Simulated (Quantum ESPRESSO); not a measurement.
# HgTe (Coloradoite) (F-43m) in Quantum ESPRESSO: equation of state, part 2 of 2

Quantum ESPRESSO 7.5. The steps go on from the part before.

### 4 Single point, PBEsol, 32.55 Å³/atom

The input, pw.in:

```
&CONTROL
  calculation = 'scf'
  prefix = 'pwscf'
  outdir = './tmp'
  pseudo_dir = './pseudo'
  tprnfor = .true.
  tstress = .true.
  disk_io = 'nowf'
/
&SYSTEM
  ibrav = 0
  nat = 2
  ntyp = 2
  ecutwfc = 45
  ecutrho = 360
  nbnd = 15
  occupations = 'smearing'
  smearing = 'fd'
  degauss = 0.00367493
/
&ELECTRONS
  conv_thr = 4d-10
  electron_maxstep = 120
  mixing_beta = 0.5
/
ATOMIC_SPECIES
Hg   200.5920 hg_pbesol_v1.uspp.F.UPF
Te   127.6000 te_pbesol_v1.uspp.F.UPF
CELL_PARAMETERS angstrom
   0.0000000000    3.1929255244    3.1929255244
   3.1929255244    0.0000000000    3.1929255244
   3.1929255244    3.1929255244    0.0000000000
ATOMIC_POSITIONS crystal
Hg     0.0000000000    0.0000000000    0.0000000000
Te     0.7500000000    0.7500000000    0.7500000000
K_POINTS automatic
7 7 7 0 0 0
```

Potentials or basis: GBRV 1.5 PBEsol.

On the command line:

```
$ OMP_NUM_THREADS=1 mpirun -n 2 pw.x -nk 2 -in pw.in > pw.out
```

pw.out:

```text
This program is part of the open-source Quantum ESPRESSO suite
     for quantum simulation of materials; please cite
         "P. Giannozzi et al., J. Phys.:Condens. Matter 21 395502 (2009);
         "P. Giannozzi et al., J. Phys.:Condens. Matter 29 465901 (2017);
         "P. Giannozzi et al., J. Chem. Phys. 152 154105 (2020);
     in publications or presentations arising from this work. More details at

     Message from routine setup:
     using ibrav=0 with symmetry is DISCOURAGED, use correct ibrav instead

     K-points division:     npool     =       2
     Subspace diagonalization in iterative solution of the eigenvalue problem:
     a serial algorithm will be used

     G-vector sticks info
     --------------------
     sticks:   dense  smooth     PW     G-vecs:    dense   smooth      PW
     Sum        1801     913    265                50629    17933    2891

     Using Slab Decomposition

     bravais-lattice index     =            0
     lattice parameter (alat)  =       8.5330  a.u.
     unit-cell volume          =     439.3321 (a.u.)^3
     number of atoms/cell      =            2
     number of atomic types    =            2
     number of electrons       =        18.00
     number of Kohn-Sham states=           15
     kinetic-energy cutoff     =      45.0000  Ry
     charge density cutoff     =     360.0000  Ry
     scf convergence threshold =      4.0E-10
     mixing beta               =       0.5000
     number of iterations used =            8  plain     mixing
     Exchange-correlation= SLA  PW   PSX  PSC
                           (   1   4  10   8   0   0   0)

     celldm(1)=   8.533018  celldm(2)=   0.000000  celldm(3)=   0.000000
     celldm(4)=   0.000000  celldm(5)=   0.000000  celldm(6)=   0.000000

     crystal axes: (cart. coord. in units of alat)
               a(1) = (   0.000000   0.707107   0.707107 )
               a(2) = (   0.707107   0.000000   0.707107 )
               a(3) = (   0.707107   0.707107   0.000000 )

     reciprocal axes: (cart. coord. in units 2 pi/alat)
               b(1) = ( -0.707107  0.707107  0.707107 )
               b(2) = (  0.707107 -0.707107  0.707107 )
               b(3) = (  0.707107  0.707107 -0.707107 )

     PseudoPot. # 1 for Hg read from file:
     hg_pbesol_v1.uspp.F.UPF
     Pseudo is Ultrasoft + core correction, Zval = 12.0
[... 25 lines left out ...]
     Hg               12.00   200.59200     Hg( 1.00)
     Te                6.00   127.60000     Te( 1.00)

     24 Sym. Ops. (no inversion) found

   Cartesian axes

     site n.     atom                  positions (alat units)
         1        Hg     tau(   1) = (   0.0000000   0.0000000   0.0000000  )
         2        Te     tau(   2) = (   1.0606602   1.0606602   1.0606602  )

     number of k points=    20  Fermi-Dirac smearing, width (Ry)=  0.0037
                       cart. coord. in units 2pi/alat
        k(    1) = (   0.0000000   0.0000000   0.0000000), wk =   0.0058309
        k(    2) = (   0.1010153   0.1010153  -0.1010153), wk =   0.0466472
        k(    3) = (   0.2020305   0.2020305  -0.2020305), wk =   0.0466472
        k(    4) = (   0.3030458   0.3030458  -0.3030458), wk =   0.0466472
        k(    5) = (   0.2020305  -0.0000000   0.0000000), wk =   0.0349854
        k(    6) = (   0.3030458   0.1010153  -0.1010153), wk =   0.1399417
[... 12 lines left out ...]
        k(   19) = (  -0.1010153  -0.5050763   0.7071068), wk =   0.1399417
        k(   20) = (   0.0000000  -0.4040610   0.6060915), wk =   0.1399417

     Dense  grid:    50629 G-vectors     FFT dimensions: (  54,  54,  54)

     Smooth grid:    17933 G-vectors     FFT dimensions: (  40,  40,  40)

     Initial potential from superposition of free atoms

     starting charge      17.9997, renormalised to      18.0000
     Starting wfcs are   13 randomized atomic wfcs +    2 random wfcs

     Self-consistent Calculation

     iteration #  1     ecut=    45.00 Ry     beta= 0.50
     Davidson diagonalization with overlap
     ethr =  1.00E-02,  avg # of iterations =  5.4

     Threshold (ethr) on eigenvalues was too large:
     Diagonalizing with lowered threshold

     Davidson diagonalization with overlap
     ethr =  3.02E-04,  avg # of iterations =  3.0

     total energy              =    -133.95811260 Ry
     estimated scf accuracy    <       0.05158224 Ry
[... 50 lines left out ...]
     iteration #  9     ecut=    45.00 Ry     beta= 0.50
     Davidson diagonalization with overlap
     ethr =  4.22E-12,  avg # of iterations =  4.5

     End of self-consistent calculation

          k = 0.0000 0.0000 0.0000 (  2229 PWs)   bands (ev):

    -5.8051  -1.0566  -1.0566  -1.0566  -0.4735  -0.4735   5.7811   6.5217
     6.5217   6.5217  10.5907  10.5907  10.5907  12.9861  16.2125

          k = 0.1010 0.1010-0.1010 (  2220 PWs)   bands (ev):
[... 71 lines left out ...]
    -4.9586  -0.8668  -0.6977  -0.6631  -0.4048   0.0951   0.7810   3.6941
     4.1998   8.5137   9.4190  13.9735  14.6412  15.2395  16.8970

          k = 0.4041 0.2020 0.0000 (  2235 PWs)   bands (ev):

    -5.2442  -0.9203  -0.8674  -0.7456  -0.4649  -0.4136   2.1261   4.2491
     5.1457   8.7899  10.1362  11.5651  13.0399  14.3766  16.9279

          k =-0.2020-0.4041 0.6061 (  2245 PWs)   bands (ev):
[... 11 lines left out ...]
    -4.9749  -0.8306  -0.7665  -0.5487  -0.4816   0.1361   0.7888   3.4120
     4.1863   9.3217  10.8349  12.1350  13.0035  15.3365  16.7086

     the Fermi energy is     6.5607 ev

!    total energy              =    -133.97299739 Ry
     estimated scf accuracy    <          2.9E-10 Ry
     smearing contrib. (-TS)   =      -0.00004849 Ry
     internal energy E=F+TS    =    -133.97294890 Ry

     The total energy is F=E-TS. E is the sum of the following terms:
     one-electron contribution =     -31.42069554 Ry
     hartree contribution      =      28.53343473 Ry
     xc contribution           =     -53.12809885 Ry
     ewald contribution        =     -77.95758924 Ry

     convergence has been achieved in   9 iterations

     Forces acting on atoms (cartesian axes, Ry/au):

     atom    1 type  1   force =     0.00000000    0.00000000   -0.00000000
     atom    2 type  2   force =     0.00000000    0.00000000    0.00000000

     Total force =     0.000000     Total SCF correction =     0.000000

     Computing stress (Cartesian axis) and pressure

          total   stress  (Ry/bohr**3)                   (kbar)     P=       33.25
   0.00022604   0.00000000   0.00000000           33.25        0.00        0.00
   0.00000000   0.00022604   0.00000000            0.00       33.25        0.00
   0.00000000  -0.00000000   0.00022604            0.00       -0.00       33.25

=------------------------------------------------------------------------------=
   JOB DONE.
=------------------------------------------------------------------------------=
```

It took 10 s on 2 MPI ranks of Arm Neoverse V2, shared host; peak memory 0.28 GiB.

What came out:

* Free energy: -1822.7955 eV
* Pressure: 3.3 GPa
* Band gap on the k mesh: none (metal or under the smearing width)

### 5 Single point, PBEsol, 33.22 Å³/atom

pw.in: that of step 4 with these lines changed.

```diff
@@ -29,5 +29,5 @@
 CELL_PARAMETERS angstrom
-   0.0000000000    3.1929255244    3.1929255244
-   3.1929255244    0.0000000000    3.1929255244
-   3.1929255244    3.1929255244    0.0000000000
+   0.0000000000    3.2145000000    3.2145000000
+   3.2145000000    0.0000000000    3.2145000000
+   3.2145000000    3.2145000000    0.0000000000
 ATOMIC_POSITIONS crystal
```

On the command line:

```
$ OMP_NUM_THREADS=1 mpirun -n 2 pw.x -nk 2 -in pw.in > pw.out
```

Run time: 10 s. Hardware: 2 MPI ranks of Arm Neoverse V2, shared host; peak memory 0.3 GiB.

Results (log left out):

```yaml
Free_energy: -1822.8184 eV
Pressure: 2.2 GPa
Band_gap_on_the_k_mesh: none (metal or under the smearing width)
```

### 6 Single point, PBEsol, 33.88 Å³/atom

pw.in: that of step 5 with these lines changed.

```diff
@@ -29,5 +29,5 @@
 CELL_PARAMETERS angstrom
-   0.0000000000    3.2145000000    3.2145000000
-   3.2145000000    0.0000000000    3.2145000000
-   3.2145000000    3.2145000000    0.0000000000
+   0.0000000000    3.2357886999    3.2357886999
+   3.2357886999    0.0000000000    3.2357886999
+   3.2357886999    3.2357886999    0.0000000000
 ATOMIC_POSITIONS crystal
```

Potentials or basis: GBRV 1.5 PBEsol.

On the command line:

```
$ OMP_NUM_THREADS=1 mpirun -n 2 pw.x -nk 2 -in pw.in > pw.out
```

Run time: 10 s. Hardware: 2 MPI ranks of Arm Neoverse V2, shared host; peak memory 0.3 GiB.

Results (log left out):

```yaml
Free_energy: -1822.8323 eV
Pressure: 1.2 GPa
Band_gap_on_the_k_mesh: none (metal or under the smearing width)
```

### 7 Single point, PBEsol, 34.54 Å³/atom

pw.in: that of step 6 with these lines changed.

```diff
@@ -29,5 +29,5 @@
 CELL_PARAMETERS angstrom
-   0.0000000000    3.2357886999    3.2357886999
-   3.2357886999    0.0000000000    3.2357886999
-   3.2357886999    3.2357886999    0.0000000000
+   0.0000000000    3.2568009036    3.2568009036
+   3.2568009036    0.0000000000    3.2568009036
+   3.2568009036    3.2568009036    0.0000000000
 ATOMIC_POSITIONS crystal
```

On the command line:

```
$ OMP_NUM_THREADS=1 mpirun -n 2 pw.x -nk 2 -in pw.in > pw.out
```

Wall time 11 s (2 MPI ranks of Arm Neoverse V2, shared host); peak memory 0.3 GiB.

It converged, with:

* Free energy: -1822.8384 eV
* Pressure: 0.3 GPa
* Band gap on the k mesh: none (metal or under the smearing width)

### 8 Single point, PBEsol, 35.21 Å³/atom

pw.in: that of step 7 with these lines changed.

```diff
@@ -29,5 +29,5 @@
 CELL_PARAMETERS angstrom
-   0.0000000000    3.2568009036    3.2568009036
-   3.2568009036    0.0000000000    3.2568009036
-   3.2568009036    3.2568009036    0.0000000000
+   0.0000000000    3.2775454177    3.2775454177
+   3.2775454177    0.0000000000    3.2775454177
+   3.2775454177    3.2775454177    0.0000000000
 ATOMIC_POSITIONS crystal
```

On the command line:

```
$ OMP_NUM_THREADS=1 mpirun -n 2 pw.x -nk 2 -in pw.in > pw.out
```

Wall time 9.8 s (2 MPI ranks of Arm Neoverse V2, shared host); peak memory 0.3 GiB.

The run converged. Its results:

```yaml
Free_energy: -1822.8375 eV
Pressure: -0.5 GPa
Band_gap_on_the_k_mesh: none (metal or under the smearing width)
```

### 9 Equation of state, PBEsol

Potentials or basis: GBRV 1.5 PBEsol.

No new run: the results of the series are fitted here.

What came out:

```yaml
Equilibrium_volume: 34.78 Å³/atom
Bulk_modulus: 42 GPa
Pressure_derivative_of_the_bulk_modulus: 5.2
```

Energy against volume, from the lowest point:
```tsv
volume (Å³/atom)	energy (meV/atom)
31.223	59.99
31.887	37.91
32.551	21.47
33.215	10.03
33.880	3.04
34.544	0.00
35.208	0.46
```

The run has no spin-orbit coupling, so splittings on Hg, Te are missing.

### 10 Against experiment

Step 9. A measured bulk modulus of HgTe is 43 GPa (a printed reference work, monograph); the calculated 42 GPa misses it by -1.6 %. The fit is for a static lattice scaled at fixed shape and fixed fractional positions.
